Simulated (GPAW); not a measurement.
InAs: single point with PBE

**Experimental background.**

From a printed reference work, data compilation, for a bulk crystal of InAs at 4.2 K: band gap 0.418 eV (direct).

The system is InAs.

```xyz
2
Lattice="0.0000 3.0180 3.0180 3.0180 0.0000 3.0180 3.0180 3.0180 0.0000" Properties=species:S:1:pos:R:3 pbc="T T T"
In    0.0000    0.0000    0.0000
As    4.5270    4.5270    4.5270
```

```
Program             : GPAW 26.7.0
Task                : single point
Functional          : PBE
Potentials or basis : GPAW PAW data sets (gpaw-data 1.2.1)
Cutoff              : 600 eV
Basis               : pw
k mesh              : 8 × 8 × 8
Occupations         : gaussian, width 0.1 eV
Spin                : no spin polarisation
```

- Pressure: 4.0 GPa
- Band gap on the k mesh: none (metal or under the smearing width)

Levels at points of the mesh, in eV from the Fermi level:
| k point | band 6 | band 7 | band 8 | band 9 | band 10 | band 11 | band 12 | band 13 |
| --- | --- | --- | --- | --- | --- | --- | --- | --- |
| (0.00, 0.00, 0.00) | -11.93 | -0.19 | -0.03 | -0.03 | -0.03 | 3.86 | 3.86 | 3.86 |
| (0.50, 0.50, 0.00) | -9.88 | -5.89 | -2.38 | -2.38 | 1.51 | 2.04 | 9.20 | 9.27 |
| (0.50, 0.50, 0.50) | -10.43 | -5.82 | -1.04 | -1.04 | 0.94 | 4.65 | 4.65 | 6.85 |

Wall time 16 s on 1 thread of Arm Neoverse V1, on a shared host, peak memory 0.16 GiB.

Measured gap of InAs: 0.418 eV (direct; 4.2 K; a printed reference work, data compilation). This calculation gives 0.00 eV (-0.42 eV). Spin-orbit coupling on As, In is left out. The value is that of PBE on a finite k mesh, which can miss the band edges, without temperature or zero-point motion. Semilocal functionals fall short of measured gaps as a rule.

Caveat: this crystal is a semiconductor, whose small gap the functional closes, so the metal is an error of the method.
